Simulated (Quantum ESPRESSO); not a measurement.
# C: changing the strain (εxx = s, εyy = s)

```xyz
2
Lattice="0.0000 1.7834 1.7834 1.7834 0.0000 1.7834 1.7834 1.7834 0.0000" Properties=species:S:1:pos:R:3 pbc="T T T"
C     2.6751    2.6751    2.6751
C     1.7834    1.7834    1.7834
```

Kept alike: task relaxation of the atoms; functional PBE; k mesh 13 × 13 × 13; occupations fermi-dirac, width 0.05 eV; no spin polarisation. Program: Quantum ESPRESSO, SSSP 1.3 efficiency PBE, cutoff 748 eV. The mesh is that of the run's cell of 2 atoms. No spin-orbit coupling.

| s | free energy over the lowest row (meV/atom) |
| --- | --- |
| -0.04 | 79.89 |
| -0.02 | 20.86 |
| -0.01 | 5.94 |
| 0 | 0.00 |
| 0.01 | 2.51 |

The cell shown is the unstrained one; x, y and z are its Cartesian axes.

**Question.** What does the strain (εxx = s, εyy = s) change here?

**Answer.** The free energy is lowest at 0, and 79.89 meV an atom higher at -0.04.
